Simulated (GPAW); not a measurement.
Here is a GPAW 26.7.0 calculation.

File run.py:

```python
from ase import Atoms
from ase.dft.bandgap import bandgap
from ase.io import write
from ase.units import GPa
from gpaw import GPAW, PW

atoms = Atoms(['As', 'B'],
              cell=[[0.0, 2.3885, 2.3885],
                    [2.3885, 0.0, 2.3885],
                    [2.3885, 2.3885, 0.0]],
              scaled_positions=[[0.75, 0.75, 0.75],
                                [0.0, 0.0, 0.0]],
              pbc=True)

calc = GPAW(mode=PW(800),
            xc='PBE',
            kpts={'size': (10, 10, 10), 'gamma': True},
            occupations={'name': 'methfessel-paxton', 'order': 0, 'width': 0.025},
            nbands=11,
            convergence={'density': 1e-05, 'energy': 1e-05},
            maxiter=150,
            txt='gpaw.txt')
atoms.calc = calc
energy = atoms.get_potential_energy()
forces = atoms.get_forces()
stress = atoms.get_stress()
calc.write('gs.gpw')
write('result.traj', atoms)
print(f'Energy: {energy:.6f} eV')
print('Forces (eV/A):')
print(forces.round(4))
print('Stress (GPa):', (stress / GPa).round(3))
print('Fermi level:', round(calc.get_fermi_level(), 4), 'eV')
print(f'Gap: {bandgap(calc)[0]:.4f} eV, direct: {bandgap(calc, direct=True)[0]:.4f} eV')
```

Potentials or basis: GPAW PAW data sets (gpaw-data 1.2.1), pw.

Launch:

```bash
$ OMP_NUM_THREADS=1 python run.py
```

Q: What does it give for the pressure?

A: 3.3 GPa.

Q: Estimate the band gap on the k mesh.

A: 1.18 eV, indirect (least direct gap 3.29 eV).

A k mesh can miss the band edges. PBE gaps usually lie below the measured ones, often by a third to a half.
